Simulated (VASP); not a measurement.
A VASP 6.6.1 single-point calculation on C

INCAR

```
IBRION = -1
ISIF = 2
EDIFF = 1E-7
SIGMA = 0.02
LWAVE = .FALSE.
LCHARG = .FALSE.
NELM = 120
LREAL = .FALSE.
GGA = PE
LASPH = .TRUE.
NSW = 0
PREC = Low
ENCUT = 520
ISMEAR = -1
NBANDS = 11
```

KPOINTS

```
KPOINTS created by Atomic Simulation Environment
0
Gamma
12 12 12
0 0 0
```

POSCAR

```
C
 1.0000000000000000
     0.0000000000000000    1.7801241410999999    1.7112333367999999
     1.7801241410999999    0.0000000000000000    1.7112333367999999
     1.7801241410999999    1.7801241410999999    0.0000000000000000
 C
   2
Cartesian
  0.0000000000000000  0.0000000000000000  0.0000000000000000
  0.8900620705500000  0.8900620705500000  0.8556166683999998
```

The recommended PBE PAW datasets give the neutral cell 8 valence electrons.

Command

```
mpirun -np 1 vasp_std
```

OSZICAR

```
N       E                     dE             d eps       ncg     rms          rms(c)
DAV:   1     0.438928714044E+00    0.43893E+00   -0.48946E+03  3709   0.722E+02
DAV:   2    -0.184679516985E+02   -0.18907E+02   -0.18300E+02  4666   0.124E+02
DAV:   3    -0.188379339775E+02   -0.36998E+00   -0.36902E+00  4198   0.133E+01
DAV:   4    -0.188384937346E+02   -0.55976E-03   -0.55975E-03  3869   0.639E-01
DAV:   5    -0.188384943539E+02   -0.61925E-06   -0.61885E-06  4095   0.198E-02    0.588E+00
DAV:   6    -0.182930032511E+02    0.54549E+00   -0.28450E-01  3649   0.379E+00    0.352E+00
DAV:   7    -0.181096121182E+02    0.18339E+00   -0.34376E-01  3864   0.422E+00    0.831E-01
DAV:   8    -0.181115369175E+02   -0.19248E-02   -0.93962E-03  3795   0.735E-01    0.451E-02
DAV:   9    -0.181115725616E+02   -0.35644E-04   -0.61599E-05  4259   0.632E-02    0.254E-02
DAV:  10    -0.181115930407E+02   -0.20479E-04   -0.14644E-05  3850   0.343E-02    0.538E-03
DAV:  11    -0.181115931347E+02   -0.93951E-07   -0.24397E-07  4357   0.454E-03
   1 F= -.18111593E+02 E0= -.18111593E+02  d E =-.107255E-11
```

From OUTCAR

```
k-points           NKPTS =    163   k-points in BZ     NKDIM =    163   number of bands    NBANDS=     11

   NELECT =       8.0000    total number of electrons

   dimension x,y,z NGX =    14 NGY =   14 NGZ =   14
   dimension x,y,z NGXF=    16 NGYF=   16 NGZF=   16

  energy-cutoff  :      520.00
  volume of cell :       10.85
      direct lattice vectors                 reciprocal lattice vectors
     0.000000000  1.780124141  1.711233337    -0.280879287  0.280879287  0.292186921
     1.780124141  0.000000000  1.711233337     0.280879287 -0.280879287  0.292186921
     1.780124141  1.780124141  0.000000000     0.280879287  0.280879287 -0.292186921

 k-points in reciprocal lattice and weights: KPOINTS created by Atomic Simulation Env
   0.00000000  0.00000000  0.00000000       0.001
   0.08333333 -0.00000000  0.00000000       0.005
   0.16666667  0.00000000  0.00000000       0.005
   0.25000000 -0.00000000  0.00000000       0.005
   0.33333333 -0.00000000  0.00000000       0.005
   0.41666667 -0.00000000  0.00000000       0.005
   0.50000000 -0.00000000  0.00000000       0.002
   0.08333333  0.08333333  0.00000000       0.001
   ...

 E-fermi :  11.1835

 k-point     1 :       0.0000    0.0000    0.0000
  band No.  band energies     occupation
      1     -11.6974      2.00000
      2      10.1971      2.00000
      3      10.1974      2.00000
      4      10.7850      2.00000
      5      15.7899      0.00000
      6      16.2893      0.00000
      7      16.2895      0.00000
      8      24.7486      0.00000
      9      30.2896      0.00000
     10      36.3774      0.00000
     11      37.7224      0.00000

 k-point     2 :       0.0833   -0.0000    0.0000
  band No.  band energies     occupation
      1     -11.4988      2.00000
      2       9.0785      2.00000
      3       9.8482      2.00000
      4      10.3078      2.00000
      5      16.2704      0.00000
      6      16.7197      0.00000
      7      17.0251      0.00000
      8      24.8808      0.00000
      9      30.6142      0.00000
     10      34.4519      0.00000
     11      35.5457      0.00000

 k-point     3 :       0.1667    0.0000    0.0000
  band No.  band energies     occupation
      1     -10.9056      2.00000
      2       6.5067      2.00000
      3       9.0850      2.00000
      4       9.5698      2.00000
      5      17.2130      0.00000
      6      17.6301      0.00000
      7      18.2677      0.00000
      8      25.2546      0.00000
      9      31.2702      0.00000
     10      33.0164      0.00000
     11      33.9042      0.00000

 k-point     4 :       0.2500   -0.0000    0.0000
  band No.  band energies     occupation
      1      -9.9256      2.00000
      2       3.5908      2.00000
      3       8.2910      2.00000
      4       8.8527      2.00000
      5      18.0505      0.00000
      6      18.4172      0.00000
      7      19.2642      0.00000
      8      25.7693      0.00000
      9      31.6249      0.00000
     10      32.8559      0.00000
     11      33.4976      0.00000

 k-point     5 :       0.3333   -0.0000    0.0000
  band No.  band energies     occupation
      1      -8.5781      2.00000
      2       0.7236      2.00000
      3       7.6562      2.00000
      4       8.2946      2.00000
      5      18.5209      0.00000
      6      18.7916      0.00000
      7      19.9154      0.00000
      8      26.2261      0.00000
      9      31.8875      0.00000
     10      34.0087      0.00000
     11      34.2442      0.00000

 ...

  Total        0.8026649      0.8026649      3.2994979      0.0000000      0.0000000      0.0000000
  in kB      118.5782535    118.5782535    487.4371531      0.0000000      0.0000000      0.0000000
  external PRESSURE =     241.5312200 kB  Pullay stress =       0.0000000 kB

 POSITION                                       TOTAL-FORCE (eV/Angst)
 -----------------------------------------------------------------------------------
      0.00000      0.00000      0.00000        -0.000000      0.000000      0.000000
      0.89006      0.89006      0.85562         0.000000     -0.000000     -0.000000
 -----------------------------------------------------------------------------------
    total drift:                                0.000000      0.000000      0.000000

  FREE ENERGIE OF THE ION-ELECTRON SYSTEM (eV)
  ---------------------------------------------------
  free  energy   TOTEN  =       -18.1115931347 eV

  energy  without entropy=      -18.1115931347  energy(sigma->0) =      -18.11159313
```

It converged. Results: gap between bands v and c on the k mesh 3.24 eV; least direct gap on the k mesh 5.00 eV; pressure 24.2 GPa. Band v is the last that the valence electrons fill when counted band by band, and c is the next.

For comparison, a separate PBE run of the intended cell, on usual settings and not on those above, gives a gap of 3.24 eV on its mesh and a pressure of 24.1 GPa.

The run above took about 2.7 s on one core of a shared host (Intel Xeon 6975P-C) and held 0.11 GiB at most.
